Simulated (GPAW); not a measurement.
# NiO (Fm-3m) in GPAW: settings compared, part 2 of 2

GPAW 26.7.0.

**4. Band structure, PBEsol, collinear spin, ferromagnetic start**

run.py

```python
import spglib
from ase import Atoms
from ase.dft.bandgap import bandgap
from ase.io import read, write
from ase.units import GPa
from gpaw import GPAW, PW, setup_paths

setup_paths.insert(0, '.')

atoms = read('NiO.cif')
cell, positions, numbers = spglib.find_primitive(
    (atoms.cell[:], atoms.get_scaled_positions(), atoms.numbers), symprec=1e-4)
atoms = Atoms(numbers, cell=cell, scaled_positions=positions, pbc=True)
atoms.set_initial_magnetic_moments([1.0, 0.0])

calc = GPAW(mode=PW(800),
            xc='PBEsol',
            kpts={'size': (8, 8, 8), 'gamma': True},
            occupations={'name': 'fermi-dirac', 'width': 0.05},
            nbands=22,
            convergence={'density': 1e-05, 'energy': 1e-05},
            maxiter=150,
            txt='gpaw.txt')
atoms.calc = calc
energy = atoms.get_potential_energy()
forces = atoms.get_forces()
stress = atoms.get_stress()
calc.write('gs.gpw')
write('result.traj', atoms)
print(f'Energy: {energy:.6f} eV')
print('Forces (eV/A):')
print(forces.round(4))
print('Stress (GPa):', (stress / GPa).round(3))
print('Moments:', calc.get_magnetic_moments().round(3))
print('Fermi level:', round(calc.get_fermi_level(), 4), 'eV')
print(f'Gap: {bandgap(calc)[0]:.4f} eV, direct: {bandgap(calc, direct=True)[0]:.4f} eV')

path = atoms.cell.bandpath('GXWKGLUWLK,UX', npoints=60, eps=1e-4)
bs_calc = calc.fixed_density(kpts=path, symmetry='off', nbands=31,
                             convergence={'bands': 'CBM+6.0', 'eigenstates': 1e-6}, txt='bands.txt')
bs = bs_calc.band_structure()
bs.write('bs.json')
print(f'Gap on the path: {bandgap(bs_calc)[0]:.4f} eV')
```

NiO.cif

```cif
data_NiO
_cell_length_a 4.17180328
_cell_length_b 4.17180328
_cell_length_c 4.17180328
_cell_angle_alpha 90.00000000
_cell_angle_beta 90.00000000
_cell_angle_gamma 90.00000000
_space_group_name_H-M_alt 'Fm-3m'
_space_group_name_Hall '-F 4 2 3'
_space_group_IT_number 225
loop_
_space_group_symop_operation_xyz
'x,y,z'
'-x,-y,-z'
'-y,x,z'
'y,-x,-z'
'-x,-y,z'
'x,y,-z'
'y,-x,z'
'-y,x,-z'
'x,-y,-z'
'-x,y,z'
'-y,-x,-z'
'y,x,z'
'-x,y,-z'
'x,-y,z'
'y,x,-z'
'-y,-x,z'
'z,x,y'
'-z,-x,-y'
'z,-y,x'
'-z,y,-x'
'z,-x,-y'
'-z,x,y'
'z,y,-x'
'-z,-y,x'
'-z,x,-y'
'z,-x,y'
'-z,-y,-x'
'z,y,x'
'-z,-x,y'
'z,x,-y'
'-z,y,x'
'z,-y,-x'
'y,z,x'
'-y,-z,-x'
'x,z,-y'
'-x,-z,y'
'-y,z,-x'
'y,-z,x'
'-x,z,y'
'x,-z,-y'
'-y,-z,x'
'y,z,-x'
'-x,-z,-y'
'x,z,y'
'y,-z,-x'
'-y,z,x'
'x,-z,y'
'-x,z,-y'
'x,y+1/2,z+1/2'
'-x,-y+1/2,-z+1/2'
'-y,x+1/2,z+1/2'
'y,-x+1/2,-z+1/2'
[... 63 lines left out ...]
'-z+1/2,y,-x+1/2'
'z+1/2,-x,-y+1/2'
'-z+1/2,x,y+1/2'
'z+1/2,y,-x+1/2'
'-z+1/2,-y,x+1/2'
'-z+1/2,x,-y+1/2'
'z+1/2,-x,y+1/2'
'-z+1/2,-y,-x+1/2'
'z+1/2,y,x+1/2'
'-z+1/2,-x,y+1/2'
'z+1/2,x,-y+1/2'
'-z+1/2,y,x+1/2'
'z+1/2,-y,-x+1/2'
'y+1/2,z,x+1/2'
'-y+1/2,-z,-x+1/2'
'x+1/2,z,-y+1/2'
'-x+1/2,-z,y+1/2'
'-y+1/2,z,-x+1/2'
'y+1/2,-z,x+1/2'
'-x+1/2,z,y+1/2'
'x+1/2,-z,-y+1/2'
'-y+1/2,-z,x+1/2'
'y+1/2,z,-x+1/2'
'-x+1/2,-z,-y+1/2'
'x+1/2,z,y+1/2'
'y+1/2,-z,-x+1/2'
'-y+1/2,z,x+1/2'
'x+1/2,-z,y+1/2'
'-x+1/2,z,-y+1/2'
'x+1/2,y+1/2,z'
'-x+1/2,-y+1/2,-z'
'-y+1/2,x+1/2,z'
'y+1/2,-x+1/2,-z'
'-x+1/2,-y+1/2,z'
'x+1/2,y+1/2,-z'
'y+1/2,-x+1/2,z'
'-y+1/2,x+1/2,-z'
'x+1/2,-y+1/2,-z'
'-x+1/2,y+1/2,z'
'-y+1/2,-x+1/2,-z'
'y+1/2,x+1/2,z'
'-x+1/2,y+1/2,-z'
'x+1/2,-y+1/2,z'
'y+1/2,x+1/2,-z'
'-y+1/2,-x+1/2,z'
'z+1/2,x+1/2,y'
'-z+1/2,-x+1/2,-y'
'z+1/2,-y+1/2,x'
'-z+1/2,y+1/2,-x'
'z+1/2,-x+1/2,-y'
'-z+1/2,x+1/2,y'
'z+1/2,y+1/2,-x'
'-z+1/2,-y+1/2,x'
'-z+1/2,x+1/2,-y'
'z+1/2,-x+1/2,y'
'-z+1/2,-y+1/2,-x'
'z+1/2,y+1/2,x'
'-z+1/2,-x+1/2,y'
'z+1/2,x+1/2,-y'
'-z+1/2,y+1/2,x'
'z+1/2,-y+1/2,-x'
'y+1/2,z+1/2,x'
'-y+1/2,-z+1/2,-x'
'x+1/2,z+1/2,-y'
'-x+1/2,-z+1/2,y'
'-y+1/2,z+1/2,-x'
'y+1/2,-z+1/2,x'
'-x+1/2,z+1/2,y'
'x+1/2,-z+1/2,-y'
'-y+1/2,-z+1/2,x'
'y+1/2,z+1/2,-x'
'-x+1/2,-z+1/2,-y'
'x+1/2,z+1/2,y'
'y+1/2,-z+1/2,-x'
'-y+1/2,z+1/2,x'
'x+1/2,-z+1/2,y'
'-x+1/2,z+1/2,-y'
loop_
_atom_site_label
_atom_site_type_symbol
_atom_site_symmetry_multiplicity
_atom_site_Wyckoff_symbol
_atom_site_fract_x
_atom_site_fract_y
_atom_site_fract_z
_atom_site_occupancy
Ni1 Ni 4 a 0.0000000000 0.0000000000 0.0000000000 1
O1 O 4 b 0.5000000000 0.0000000000 0.0000000000 1
```

Potentials or basis: PAW data sets generated in the run's folder for this functional, pw.

Started as:

```bash
$ gpaw-setup -f PBEsol Ni O
$ OMP_NUM_THREADS=1 python run.py
```

It took 58 s on 1 thread of Arm Neoverse V1, shared host; peak memory 0.26 GiB.

It converged, with:

```
Free energy             : -14.2438 eV
Pressure                : -5.5 GPa
Band gap along the path : none (metal or under the smearing width)
Net moment              : 1.08 μB per cell
Site moments            : Ni +0.92; O +0.11 μB
```

Levels at the corners of the path, in eV from the Fermi level:
Spin up:
```csv
point,band 9,band 10,band 11,band 12,band 13
Γ,-2.52,-2.35,-2.35,-2.35,1.27
X,-2.13,-1.56,-1.23,-1.23,5.94
W,-1.61,-1.61,-1.23,-0.75,8.28
K,-1.37,-1.32,-1.16,-0.72,7.57
Γ,-2.52,-2.35,-2.35,-2.35,1.27
L,-1.54,-1.09,0.67,0.67,5.22
U,-1.37,-1.32,-1.16,-0.72,7.57
W,-1.61,-1.61,-1.23,-0.75,8.28
L,-1.54,-1.09,0.67,0.67,5.22
K,-1.37,-1.32,-1.16,-0.72,7.57
U,-1.37,-1.32,-1.16,-0.72,7.57
X,-2.13,-1.56,-1.23,-1.23,5.94
```
Spin down:
| point | band 8 | band 9 | band 10 | band 11 | band 12 | band 13 |
| --- | --- | --- | --- | --- | --- | --- |
| Γ | -1.78 | -1.78 | -1.78 | -1.05 | -1.05 | 1.48 |
| X | -2.84 | -0.60 | -0.59 | -0.59 | -0.04 | 6.22 |
| W | -1.04 | -1.04 | -0.59 | -0.18 | 0.58 | 8.61 |
| K | -1.66 | -0.74 | -0.54 | 0.10 | 0.59 | 7.85 |
| Γ | -1.78 | -1.78 | -1.78 | -1.05 | -1.05 | 1.48 |
| L | -0.85 | -0.85 | -0.50 | 1.84 | 1.84 | 5.33 |
| U | -1.66 | -0.74 | -0.54 | 0.10 | 0.59 | 7.85 |
| W | -1.04 | -1.04 | -0.59 | -0.18 | 0.58 | 8.61 |
| L | -0.85 | -0.85 | -0.50 | 1.84 | 1.84 | 5.33 |
| K | -1.66 | -0.74 | -0.54 | 0.10 | 0.59 | 7.85 |
| U | -1.66 | -0.74 | -0.54 | 0.10 | 0.59 | 7.85 |
| X | -2.84 | -0.60 | -0.59 | -0.59 | -0.04 | 6.22 |

Caveat: the stock nickel data set gives pressures a few GPa off other programs; a cell with one magnetic atom can't hold antiferromagnetic order, which such compounds often take; semilocal functionals often make such compounds metallic where correlation or magnetic order opens a gap, which also shifts bond lengths.

**5. Equation of state, TPSS+D4, collinear spin, ferromagnetic start**

run.py

```python
from ase.calculators.mixing import SumCalculator
from ase.eos import EquationOfState
from ase.io import Trajectory
from ase.spacegroup import crystal
from ase.units import GPa
from dftd4.ase import DFTD4
from gpaw import GPAW, PW

# Ni 4a
# O 4b
atoms = crystal(['Ni', 'O'],
                basis=[[0.0, 0.0, 0.0],
                       [0.5, 0.0, 0.0]],
                spacegroup=225, setting=1,  # Fm-3m
                cellpar=[4.17180328, 4.17180328, 4.17180328, 90.0, 90.0, 90.0],
                primitive_cell=True)
atoms.set_initial_magnetic_moments([1.0, 0.0])

traj = Trajectory('eos.traj', 'w')
volumes, energies = [], []
for x in [0.94, 0.96, 0.98, 1.0, 1.02, 1.04, 1.06]:
    a = atoms.copy()
    a.set_cell(atoms.cell * x**(1 / 3), scale_atoms=True)
    calc = GPAW(mode=PW(800),
                xc='MGGA_X_TPSS+MGGA_C_TPSS',
                kpts={'size': (8, 8, 8), 'gamma': True},
                occupations={'name': 'fermi-dirac', 'width': 0.05},
                nbands=22,
                convergence={'density': 1e-05, 'energy': 1e-05},
                eigensolver='davidson',
                maxiter=150,
                txt=f'eos-{x:.2f}.txt')
    a.calc = SumCalculator([calc, DFTD4(method='tpss')])
    energies.append(a.get_potential_energy())
    volumes.append(a.get_volume())
    p = -a.get_stress()[:3].mean() / GPa
    calc.write(f'eos-{x:.2f}.gpw')
    traj.write(a)
    print(f'{x:.2f} {volumes[-1]:10.4f} A^3 {energies[-1]:14.6f} eV {p:9.3f} GPa', flush=True)

v0, e0, B = EquationOfState(volumes, energies, eos='birchmurnaghan').fit()
print(f'V0 = {v0:.4f} A^3, E0 = {e0:.6f} eV, B0 = {B / GPa:.2f} GPa')
```

Potentials or basis: GPAW PAW data sets (gpaw-data 1.2.1), pw.

Started as:

```bash
$ OMP_NUM_THREADS=1 python run.py
```

It took 12 min on 1 thread of Arm Neoverse V1, shared host; peak memory 0.75 GiB.

Energy against volume, from the lowest point:
```
volume (Å³/atom)  energy (meV/atom)
           8.531              79.11
           8.713              60.84
           8.894              49.43
           9.076              44.19
           9.257              44.21
           9.439               0.00
           9.620               9.65
```

Caveat: the PAW data sets were made with another functional, which shifts forces and pressure a little.

**6. Overview**

```tsv
task	level	potentials or basis	eigensolver	band path	band points	pressure (GPa)	moment (μB)
band structure	TPSS	GPAW PAW data sets (gpaw-data 1.2.1), pw	davidson	GXWKGLUWLK,UX	60	8.2	1.94
band structure	PBEsol	PAW data sets generated in the run's folder for this functional, pw	-	GXWKGLUWLK,UX	60	-5.5	1.08
equation of state	TPSS+D4	GPAW PAW data sets (gpaw-data 1.2.1), pw	davidson	-	-	-	-
```

Alike in all rows: spin collinear, ferromagnetic start; cell as given; k mesh 8 × 8 × 8; cutoff (eV) 800; smearing fermi-dirac 0.05 eV.

Caveats: the stock nickel data set gives pressures a few GPa off other programs (some runs); the PAW data sets were made with another functional, which shifts forces and pressure a little (some runs); a cell with one magnetic atom can't hold antiferromagnetic order, which such compounds often take (some runs); semilocal functionals often make such compounds metallic where correlation or magnetic order opens a gap, which also shifts bond lengths (some runs).

Total energies depend on the potentials used, so only differences within one code and one set of settings carry meaning.

**7. Comparison with measurements**

Step 3. A measured gap of NiO is 4.3 eV (quoted in “Local correlations, non-local screening, multiplets, and band formation in NiO”, 2012, arxiv:1210.6675); the calculated 0.00 eV misses it by -4.30 eV. So large a miss can be the level of theory's own, or it may mean another phase, state or a wrong row. The value is that of TPSS, without temperature or zero-point motion. The run's magnetic order (collinear spin, ferromagnetic start) needn't be the measured crystal's.

Step 4. Against the measured gap of NiO, 4.3 eV (quoted in “Local correlations, non-local screening, multiplets, and band formation in NiO”, 2012, arxiv:1210.6675), the calculated 0.00 eV is off by -4.30 eV. So large a miss can be the level of theory's own, or it may mean another phase, state or a wrong row. The value is that of PBEsol, without temperature or zero-point motion. Semilocal functionals fall short of measured gaps as a rule. The run's magnetic order (collinear spin, ferromagnetic start) needn't be the measured crystal's.
